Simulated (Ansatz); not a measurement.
# AlN under strain — ¹⁴N nuclear quadrupole resonance

Cell: a structure deposited in the COD, relaxed with PBE at fixed cell and then changed (z stretched by 3 %, ions relaxed).

```
Al N
1.0
     3.11000    0.00000    0.00000
    -1.55500    2.69334    0.00000
     0.00000    0.00000    5.12940
Al N
2 2
Cartesian
  1.5550 0.8978 0.0131
  0.0000 1.7956 2.5778
  1.5550 0.8978 1.9463
  0.0000 1.7956 4.5110
```

Sites (sets of like atoms) are named by element and the number of their first atom in this list.

Method: Kohn–Sham DFT in Ansatz, PBE, plane waves and PAW, scalar-relativistic, 420 eV cutoff, Γ-centred 11×11×6 k-points, Fermi–Dirac smearing 0.02 eV.

¹⁴N: I = 1, Q = 20.44 mb (year-2017 value). Static lattice, zero field.

Task: The simulated lines lie at 0.183 MHz. What are |C_Q|, η and |V_zz| at N?

Result: For I = 1 the lines are ν± = (3/4)|C_Q|(1 ± η/3) and ν₀ = |C_Q|η/2. Here |C_Q| = 0.244 MHz, η = 0.00 and |V_zz| = 0.49 × 10²¹ V/m². The calculation gives V_zz positive; the lines don't show the sign. The site has 4 Al at 1.90–1.93 Å.

An axis of threefold or higher order runs through N, so V_zz lies along it and η is zero.

The relaxation (4 steps) took 12 s of wall time (12 s of CPU time) and 0.43 GiB at its peak, on 1 thread of Intel Xeon Platinum 8259CL CPU @ 2.50GHz (Skylake/Cascade Lake) (x86_64; 16 cores open to the job, memory cap 3.0 GiB, no GPU), a shared host with a load of 0.4 a core.
